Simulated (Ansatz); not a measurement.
**Platinum, fcc under PBE: testing the k-point mesh**

A convergence test of the k-point mesh. The geometry was relaxed under PBE beforehand and stays fixed; 7 values are run, from 2×2×2 to 20×20×20. Wanted are the values from which on the energy stays within 10 and 1 meV/atom, and the pressure within 0.5 GPa, of the last run. Within the series other settings stay, but some runs also write fields, which adds to their time. Spin polarisation is left out.

Program: Ansatz 0.2.0. Level of theory: DFT PBE, plane waves with PAW, scalar-relativistic. These are calculated values, not measurements.

## (1) Starting point

Symmetry: Fm-3m, No. 225, cubic system. Conventional cell: a = 3.972 Å, b = 3.972 Å, c = 3.972 Å, α = 90.00°, β = 90.00°, γ = 90.00°. Around Pt (site symmetry m-3m) lie 12 Pt at 2.81 Å.

As a file:

```xyz
1
Lattice="0.0000 1.9858 1.9858 1.9858 0.0000 1.9858 1.9858 1.9858 0.0000" Properties=species:S:1:pos:R:3 pbc="T T T"
Pt    0.0000    0.0000    0.0000
```

## (2) With a k-mesh of 2×2×2

The run at 2×2×2.

input.yaml

```yaml
crystal:
  lattice:
    - [0.0, 1.9857786488, 1.9857786488]
    - [1.9857786488, 0.0, 1.9857786488]
    - [1.9857786488, 1.9857786488, 0.0]
  atoms:
    - { symbol: Pt, position: [0.0, 0.0, 0.0] }
hamiltonian:
  xc: pbe
  pseudopotentials:
    kind: paw
    azcp:
      Pt: "pseudopotentials/Pt.paw.azcp"
basis:
  ecutwfc: 420
  fft_grid_basis: typed
kpoints:
  mp_grid: { grid: [2, 2, 2], shift: [0, 0, 0] }
magnetization:
  spin_polarized: false
scf:
  occupations: { method: fermi_dirac, width: 0.1 }
  lower_state_search: "off"
output:
  stress: true
  write_density: true
  write_potential: true
  elf: true
  volumetric_format: npy
```

Command:

```
$ ansatz run input.yaml --threads 1 --pin off --max-ram 3584MiB --backend cpu --events-out ev --progress --plain --runs-dir out
```

Log, shortened:

```text
[...]
Pseudopotentials: kind: paw
Pseudopotential: Pt, paw, valence charge 18, recommended cutoff 420 eV (normal), <dir>
Functional definition: PBE
[...]
Crystal: 1 atoms, lattice volume = 15.661 Å³
Basis set: ecut = 420 eV, 331 PW (Γ)
Bands: 13, of which v1, the nominal top of the filled ones, is band 9 counted from 1 (8 counted from 0)
Symmetry: 48 space group operations
Space group: Fm-3m (ITA 225), of the structure as read, at distance tolerance 2.5e-5 Å
k-points: 3 of 8
[...]
SCF iter   1: F=—  HF=-12518.767116 eV  |F-HF|=—  |Δ(HF+E_count)|=         —  Δρ=4.76e-2  dr2=1.37e-1  ethr=1.77e-3  ⟨swp⟩=5.0  Hψ=219  notcnv=0
[...]
SCF iter   6: F=-12518.723971 eV  HF=-12518.723971 eV  |F-HF|=2.59e-9  |Δ(HF+E_count)|=   1.27e-7  Δρ=2.58e-5  dr2=1.94e-8  ethr=5.56e-10  ⟨swp⟩=6.7  Hψ=232  notcnv=0
[...]
SCF converged after 6 iterations
Free energy (F): -12518.723971 eV
[...]
E sigma→0 (E₀):  -12518.648469 eV
Entropy (-TS):   -0.151004 eV (-151.004 meV/atom)
Fermi energy:    22.725508 eV
[...]
--- Stress (GPa, compression-positive) ---
       59.780232      -0.000000      -0.000000
       -0.000000      59.780232      -0.000000
       -0.000000      -0.000000      59.780232
  P = ⅓ Tr σ = 59.7802 GPa (597.802 kbar)
--- Band table (eV) ---
  k-point 0: bands = ["-75.7949", "-29.8717", "-29.8717", "-29.8717", "12.4329", "18.7468", "18.7468", "18.7468", "20.9045", "20.9045", "36.8106", "41.7722", "41.7722"]
[...]
```

Run time: 0.59 s. Hardware: 1 thread of Intel Xeon Platinum 8259CL at 2.50GHz (Skylake/Cascade Lake), shared host; peak memory 0.44 GiB.

## (3) With a k-mesh of 4×4×4

The run at 4×4×4.

Edit input.yaml of step 2 so:

```diff
@@ -17,3 +17,3 @@
 kpoints:
-  mp_grid: { grid: [2, 2, 2], shift: [0, 0, 0] }
+  mp_grid: { grid: [4, 4, 4], shift: [0, 0, 0] }
 magnetization:
@@ -25,5 +25 @@
   stress: true
-  write_density: true
-  write_potential: true
-  elf: true
-  volumetric_format: npy
```

Command:

```
$ ansatz run input.yaml --threads 1 --pin off --max-ram 3584MiB --backend cpu --events-out ev --progress --plain --runs-dir out
```

Log, shortened:

```text
[...]
[... 3 set-up lines as earlier in the session ...]
[...]
Crystal: 1 atoms, lattice volume = 15.661 Å³
Basis set: ecut = 420 eV, 331 PW (Γ)
Bands: 13, of which v1, the nominal top of the filled ones, is band 9 counted from 1 (8 counted from 0)
[... 2 set-up lines as earlier in the session ...]
k-points: 8 of 64
[...]
SCF iter   1: F=—  HF=-12523.165297 eV  |F-HF|=—  |Δ(HF+E_count)|=         —  Δρ=7.50e-3  dr2=2.11e-3  ethr=1.77e-3  ⟨swp⟩=4.9  Hψ=555  notcnv=0
[...]
SCF iter   6: F=-12523.165384 eV  HF=-12523.165384 eV  |F-HF|=1.04e-10  |Δ(HF+E_count)|=   2.44e-9  Δρ=3.71e-6  dr2=5.20e-10  ethr=7.90e-11  ⟨swp⟩=1.4  Hψ=320  notcnv=0
[...]
SCF converged after 6 iterations
Free energy (F): -12523.165384 eV
[...]
E sigma→0 (E₀):  -12523.130405 eV
Entropy (-TS):   -0.069957 eV (-69.957 meV/atom)
Fermi energy:    22.488340 eV
[...]
--- Stress (GPa, compression-positive) ---
       -1.911276      -0.000000       0.000000
        0.000000      -1.911276      -0.000000
        0.000000       0.000000      -1.911276
  P = ⅓ Tr σ = -1.9113 GPa (-19.113 kbar)
```

Run time: 0.48 s. Hardware: 1 thread of Intel Xeon Platinum 8259CL at 2.50GHz (Skylake/Cascade Lake), shared host; peak memory 0.44 GiB.

## (4) With a k-mesh of 5×5×5

The run at 5×5×5.

Edit input.yaml of step 3 so:

```diff
@@ -17,3 +17,3 @@
 kpoints:
-  mp_grid: { grid: [4, 4, 4], shift: [0, 0, 0] }
+  mp_grid: { grid: [5, 5, 5], shift: [0, 0, 0] }
 magnetization:
```

Command:

```
$ ansatz run input.yaml --threads 1 --pin off --max-ram 3584MiB --backend cpu --events-out ev --progress --plain --runs-dir out
```

Log, shortened:

```text
[...]
[... 3 set-up lines as earlier in the session ...]
[...]
Crystal: 1 atoms, lattice volume = 15.661 Å³
Basis set: ecut = 420 eV, 331 PW (Γ)
Bands: 13, of which v1, the nominal top of the filled ones, is band 9 counted from 1 (8 counted from 0)
[... 2 set-up lines as earlier in the session ...]
k-points: 10 of 125
[...]
SCF iter   1: F=—  HF=-12522.774836 eV  |F-HF|=—  |Δ(HF+E_count)|=         —  Δρ=2.88e-3  dr2=2.67e-4  ethr=1.77e-3  ⟨swp⟩=5.0  Hψ=677  notcnv=0
[...]
SCF iter   6: F=-12522.775722 eV  HF=-12522.775722 eV  |F-HF|=7.87e-9  |Δ(HF+E_count)|=   2.74e-9  Δρ=9.65e-6  dr2=1.29e-8  ethr=3.37e-10  ⟨swp⟩=2.2  Hψ=393  notcnv=0
[...]
SCF converged after 6 iterations
Free energy (F): -12522.775722 eV
[...]
E sigma→0 (E₀):  -12522.727297 eV
Entropy (-TS):   -0.096850 eV (-96.850 meV/atom)
Fermi energy:    22.224293 eV
[...]
--- Stress (GPa, compression-positive) ---
        4.832945      -0.000000       0.000000
       -0.000000       4.832945      -0.000000
        0.000000       0.000000       4.832945
  P = ⅓ Tr σ = 4.8329 GPa (48.329 kbar)
```

Run time: 0.49 s. Hardware: 1 thread of Intel Xeon Platinum 8259CL at 2.50GHz (Skylake/Cascade Lake), shared host; peak memory 0.43 GiB.

## (5) With a k-mesh of 7×7×7

The run at 7×7×7.

Edit input.yaml of step 4 so:

```diff
@@ -17,3 +17,3 @@
 kpoints:
-  mp_grid: { grid: [5, 5, 5], shift: [0, 0, 0] }
+  mp_grid: { grid: [7, 7, 7], shift: [0, 0, 0] }
 magnetization:
```

Command:

```
$ ansatz run input.yaml --threads 1 --pin off --max-ram 3584MiB --backend cpu --events-out ev --progress --plain --runs-dir out
```

Log, shortened:

```text
[...]
[... 3 set-up lines as earlier in the session ...]
[...]
Crystal: 1 atoms, lattice volume = 15.661 Å³
Basis set: ecut = 420 eV, 331 PW (Γ)
Bands: 13, of which v1, the nominal top of the filled ones, is band 9 counted from 1 (8 counted from 0)
[... 2 set-up lines as earlier in the session ...]
k-points: 20 of 343
[...]
SCF iter   1: F=—  HF=-12523.018378 eV  |F-HF|=—  |Δ(HF+E_count)|=         —  Δρ=3.96e-3  dr2=1.36e-3  ethr=1.77e-3  ⟨swp⟩=5.0  Hψ=1386  notcnv=0
[...]
SCF iter   6: F=-12523.018691 eV  HF=-12523.018691 eV  |F-HF|=2.36e-11  |Δ(HF+E_count)|=  5.88e-10  Δρ=1.02e-6  dr2=4.90e-11  ethr=1.82e-11  ⟨swp⟩=1.9  Hψ=793  notcnv=0
[...]
SCF converged after 6 iterations
Free energy (F): -12523.018691 eV
[...]
E sigma→0 (E₀):  -12522.988144 eV
Entropy (-TS):   -0.061095 eV (-61.095 meV/atom)
Fermi energy:    22.373576 eV
[...]
--- Stress (GPa, compression-positive) ---
        1.343070      -0.000000      -0.000000
        0.000000       1.343070       0.000000
        0.000000      -0.000000       1.343070
  P = ⅓ Tr σ = 1.3431 GPa (13.431 kbar)
```

It took 0.55 s on 1 thread of Intel Xeon Platinum 8259CL at 2.50GHz (Skylake/Cascade Lake), shared host; peak memory 0.44 GiB.

## (6) With a k-mesh of 8×8×8

The run at 8×8×8.

Edit input.yaml of step 5 so:

```diff
@@ -17,3 +17,3 @@
 kpoints:
-  mp_grid: { grid: [7, 7, 7], shift: [0, 0, 0] }
+  mp_grid: { grid: [8, 8, 8], shift: [0, 0, 0] }
 magnetization:
@@ -25 +25,5 @@
   stress: true
+  write_density: true
+  write_potential: true
+  elf: true
+  volumetric_format: npy
```

Command:

```
$ ansatz run input.yaml --threads 1 --pin off --max-ram 3584MiB --backend cpu --events-out ev --progress --plain --runs-dir out
```

Log, shortened:

```text
[...]
[... 3 set-up lines as earlier in the session ...]
[...]
Crystal: 1 atoms, lattice volume = 15.661 Å³
Basis set: ecut = 420 eV, 331 PW (Γ)
Bands: 13, of which v1, the nominal top of the filled ones, is band 9 counted from 1 (8 counted from 0)
[... 2 set-up lines as earlier in the session ...]
k-points: 29 of 512
[...]
SCF iter   1: F=—  HF=-12523.029605 eV  |F-HF|=—  |Δ(HF+E_count)|=         —  Δρ=4.02e-3  dr2=1.60e-3  ethr=1.77e-3  ⟨swp⟩=5.0  Hψ=2026  notcnv=0
[...]
SCF iter   6: F=-12523.029843 eV  HF=-12523.029843 eV  |F-HF|=3.64e-12  |Δ(HF+E_count)|=  1.64e-11  Δρ=5.71e-7  dr2=2.94e-11  ethr=1.81e-11  ⟨swp⟩=4.0  Hψ=1872  notcnv=0
[...]
SCF converged after 6 iterations
Free energy (F): -12523.029843 eV
[...]
E sigma→0 (E₀):  -12522.999335 eV
Entropy (-TS):   -0.061018 eV (-61.018 meV/atom)
Fermi energy:    22.174743 eV
[...]
--- Stress (GPa, compression-positive) ---
       -0.324757       0.000000       0.000000
        0.000000      -0.324757       0.000000
        0.000000       0.000000      -0.324757
  P = ⅓ Tr σ = -0.3248 GPa (-3.248 kbar)
--- Band table (eV; the first three rows and the last of 29) ---
  k-point 0: bands = ["-76.1677", "-30.1799", "-30.1799", "-30.1799", "12.4336", "18.6525", "18.6525", "18.6525", "20.6771", "20.6771", "36.9650", "41.6931", "41.6931"]
[...]
```

Wall time 1.2 s (1 thread of Intel Xeon Platinum 8259CL at 2.50GHz (Skylake/Cascade Lake), shared host); peak memory 0.46 GiB.

## (7) With a k-mesh of 11×11×11

The run at 11×11×11.

Edit input.yaml of step 6 so:

```diff
@@ -17,3 +17,3 @@
 kpoints:
-  mp_grid: { grid: [8, 8, 8], shift: [0, 0, 0] }
+  mp_grid: { grid: [11, 11, 11], shift: [0, 0, 0] }
 magnetization:
@@ -25,5 +25 @@
   stress: true
-  write_density: true
-  write_potential: true
-  elf: true
-  volumetric_format: npy
```

Command:

```
$ ansatz run input.yaml --threads 1 --pin off --max-ram 3584MiB --backend cpu --events-out ev --progress --plain --runs-dir out
```

Log, shortened:

```text
[...]
[... 3 set-up lines as earlier in the session ...]
[...]
Crystal: 1 atoms, lattice volume = 15.661 Å³
Basis set: ecut = 420 eV, 331 PW (Γ)
Bands: 13, of which v1, the nominal top of the filled ones, is band 9 counted from 1 (8 counted from 0)
[... 2 set-up lines as earlier in the session ...]
k-points: 56 of 1331
[...]
SCF iter   1: F=—  HF=-12523.052450 eV  |F-HF|=—  |Δ(HF+E_count)|=         —  Δρ=3.56e-3  dr2=4.42e-4  ethr=1.77e-3  ⟨swp⟩=5.0  Hψ=3926  notcnv=0
[...]
SCF iter   6: F=-12523.052957 eV  HF=-12523.052957 eV  |F-HF|=5.46e-12  |Δ(HF+E_count)|=   2.20e-9  Δρ=1.95e-6  dr2=3.23e-10  ethr=4.93e-10  ⟨swp⟩=2.1  Hψ=2512  notcnv=0
[...]
SCF converged after 6 iterations
Free energy (F): -12523.052957 eV
[...]
E sigma→0 (E₀):  -12523.024132 eV
Entropy (-TS):   -0.057650 eV (-57.650 meV/atom)
Fermi energy:    22.225425 eV
[...]
--- Stress (GPa, compression-positive) ---
       -0.203357      -0.000000      -0.000000
        0.000000      -0.203357      -0.000000
       -0.000000       0.000000      -0.203357
  P = ⅓ Tr σ = -0.2034 GPa (-2.034 kbar)
```

Wall time 1.3 s (1 thread of Intel Xeon Platinum 8259CL at 2.50GHz (Skylake/Cascade Lake), shared host); peak memory 0.46 GiB.

## (8) With a k-mesh of 20×20×20

The run at 20×20×20.

Edit input.yaml of step 7 so:

```diff
@@ -17,3 +17,3 @@
 kpoints:
-  mp_grid: { grid: [11, 11, 11], shift: [0, 0, 0] }
+  mp_grid: { grid: [20, 20, 20], shift: [0, 0, 0] }
 magnetization:
```

Command:

```
$ ansatz run input.yaml --threads 1 --pin off --max-ram 3584MiB --backend cpu --events-out ev --progress --plain --runs-dir out
```

Log, shortened:

```text
[...]
[... 3 set-up lines as earlier in the session ...]
[...]
Crystal: 1 atoms, lattice volume = 15.661 Å³
Basis set: ecut = 420 eV, 331 PW (Γ)
Bands: 13, of which v1, the nominal top of the filled ones, is band 9 counted from 1 (8 counted from 0)
[... 2 set-up lines as earlier in the session ...]
k-points: 256 of 8000
[...]
SCF iter   1: F=—  HF=-12523.044506 eV  |F-HF|=—  |Δ(HF+E_count)|=         —  Δρ=2.94e-3  dr2=1.99e-4  ethr=1.77e-3  ⟨swp⟩=5.0  Hψ=18168  notcnv=0
[...]
SCF iter   6: F=-12523.045135 eV  HF=-12523.045135 eV  |F-HF|=5.88e-10  |Δ(HF+E_count)|=   2.48e-9  Δρ=3.26e-6  dr2=1.13e-9  ethr=2.03e-10  ⟨swp⟩=2.0  Hψ=11080  notcnv=0
[...]
SCF converged after 6 iterations
Free energy (F): -12523.045135 eV
[...]
E sigma→0 (E₀):  -12523.016879 eV
Entropy (-TS):   -0.056512 eV (-56.512 meV/atom)
Fermi energy:    22.266185 eV
[...]
--- Stress (GPa, compression-positive) ---
        0.091062       0.000000       0.000000
       -0.000000       0.091062      -0.000000
       -0.000000       0.000000       0.091062
  P = ⅓ Tr σ = 0.0911 GPa (0.911 kbar)
```

It took 3.7 s on 1 thread of Intel Xeon Platinum 8259CL at 2.50GHz (Skylake/Cascade Lake), shared host; peak memory 0.52 GiB.

## (9) All values side by side

Differences are taken from the run at 20×20×20.

| k-mesh | k-points | E(σ → 0) (meV/atom) | P (GPa) | SCF cycles | CPU time |
| --- | --- | --- | --- | --- | --- |
| 2×2×2 | 3 | 4368.41 | 59.78 | 6 | 0.58 s |
| 4×4×4 | 8 | -113.53 | -1.91 | 6 | 0.47 s |
| 5×5×5 | 10 | 289.58 | 4.83 | 6 | 0.48 s |
| 7×7×7 | 20 | 28.74 | 1.34 | 6 | 0.54 s |
| 8×8×8 | 29 | 17.54 | -0.32 | 6 | 1.2 s |
| 11×11×11 | 56 | -7.25 | -0.20 | 6 | 1.3 s |
| 20×20×20 | 256 | 0.00 | 0.09 | 6 | 3.7 s |

## (10) Results

| quantity | value |
| --- | --- |
| E(σ → 0) stays within 10 meV/atom of 20×20×20 | from 11×11×11 on |
| E(σ → 0) stays within 1 meV/atom | not reached before 20×20×20 |
| pressure stays within 0.5 GPa | from 8×8×8 on |
| pressure at 20×20×20 | 0.09 GPa |
| CPU time, dearest over cheapest | 7.9 |
| energy of a separate run on a finer mesh (22×22×22) | -1.0 meV/atom from 20×20×20 |

What this shows: The far end, 2×2×2, lies +4368 meV/atom and +59.7 GPa from the yardstick. Convergence in k is not monotonic; the energy swings about its limit. The energy has not settled to 1 meV/atom before the last mesh. A Fermi surface needs many points. The yardstick itself is unsettled by 1.0 meV/atom against the finer mesh, so the thresholds above hold only within this series. The cell taken over is 4 % larger than the measured one (15.10 Å³/atom, COD).
